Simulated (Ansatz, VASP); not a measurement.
## One calculation of Ni, two programs

```
CELL_PARAMETERS angstrom
0.00000 1.76510 1.76510
1.76510 0.00000 1.76510
1.76510 1.76510 0.00000
ATOMIC_POSITIONS crystal
Ni 0.00000 0.00000 0.00000
```

Alike in both runs: task single point; functional PBE; k mesh 15 × 15 × 15; occupations fermi-dirac, width 0.1 eV; collinear spin.

|  | VASP | Ansatz |
| --- | --- | --- |
| version | VASP 6.6.1 | Ansatz 0.2.0 |
| potentials or method | VASP PAW PBE potentials, release 64 (Ni) | PAW, plane waves, scalar-relativistic |
| plane-wave cutoff (eV) | 520 | 420 |
| valence electrons in the cell | 10 | 18 |

```csv
,VASP,Ansatz,Ansatz less VASP
pressure (GPa),-1.4,-1.5,-0.13
net moment per atom (μB),0.63,0.64,+0.012
size of the moment on the site where the two differ most (μB),0.64,0.68,+0.038
```

Site moments also hang on the region over which each program counts them. The two sets of potentials don't hold the same shells in valence.
